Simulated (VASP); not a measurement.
A run of VASP 6.6.1 is set up as follows.

INCAR

```
  ALGO = Normal
  EDIFF = 1E-7
  EDIFFG = -0.005
  ENCUT = 600
  GGA = PE
  IBRION = 2
  ISIF = 3
  ISMEAR = 0
  LASPH = T
  LCHARG = F
  LREAL = F
  LWAVE = F
  NELM = 80
  NSW = 90
  PREC = Accurate
  SIGMA = 0.03
```

KPOINTS

```
k-points
0
Gamma
  10 10 10
```

Contents of POSCAR:

```
GaAs                                    
1.0
   -0.0000000000      2.8751155357      2.8751155357
    2.8751155357      0.0000000000      2.8751155357
    2.8751155357      2.8751155357      0.0000000000
  Ga              As            
     1     1
Direct
     0.0000000000000000    0.0000000000000000    0.0000000000000000
     0.2500000000000000    0.2500000000000000    0.2500000000000000
```

Potentials or basis: VASP PAW PBE potentials, release 64 (Ga_d, As).

The run is started by

```sh
$ cat potpaw_PBE.64/Ga_d/POTCAR potpaw_PBE.64/As/POTCAR > POTCAR
$ mpirun -np 1 vasp_std > vasp.out
```

What does it give for the band gap on the k mesh?

0.14 eV, direct.

Final structure:
```
Ga As
1.0
     0.00000    2.87512    2.87512
     2.87512    0.00000    2.87512
     2.87512    2.87512    0.00000
Ga As
1 1
Direct
  0.00000 0.00000 0.00000
  0.25000 0.25000 0.25000
```

Caveat: the relaxation stopped at its first step, so nothing moved. PBE gaps usually lie below the measured ones, often by a third to a half.
